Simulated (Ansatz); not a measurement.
SiNi₃ stretched along one axis: stress

Cell: a COD entry, whose atoms a relaxation with PBE at fixed cell left in place.

```
CELL_PARAMETERS angstrom
3.55110 0.00000 0.00000
0.00000 3.55110 0.00000
0.00000 0.00000 3.55110
ATOMIC_POSITIONS crystal
Si 0.00000 0.00000 0.00000
Ni 0.00000 0.50000 0.50000
Ni 0.50000 0.00000 0.50000
Ni 0.50000 0.50000 0.00000
```

Atoms are numbered from 1 in the order listed; like atoms form one site, named after its first atom.

All values are calculated (Ansatz; DFT, PBE, plane waves and PAW, scalar-relativistic, collinear spin, 420 eV cutoff, Γ-centred 13×13×13 k-points, Fermi–Dirac smearing 0.05 eV), not measured. Start moments as typed (μB): 1.5 on each Ni, none on the rest.

The cell is stretched along z (the third Cartesian axis of the run's cell), x and y held, and the ions relax again each time. Tension counts as positive.

| strain along z (%) | stress along z (GPa) | stress along x (GPa) |
| --- | --- | --- |
| -3 | -1.4 | 3.0 |
| -2 | 1.7 | 4.6 |
| -1 | ? | ? |
| 0 | 7.4 | 7.4 |
| +1 | 10.1 | 8.7 |
| +2 | 12.6 | 9.8 |
| +3 | 15.0 | 10.8 |

(1) Estimate the row at -1 % from the others.

Answers

(1) stress along z (GPa): 4.6; stress along x (GPa): 6.1. Worked: parabolas through the other 6 rows give 4.6 and 6.0 GPa at -1 %. Their slopes at zero strain are 273 GPa (C₁₁) and 131 GPa (C₁₂). They hold at this cell, where the calculated pressure is -7.4 GPa, and with no gap in the run.

All values belong to this cell and structure model. The start moments die out, and the run ends without spin.
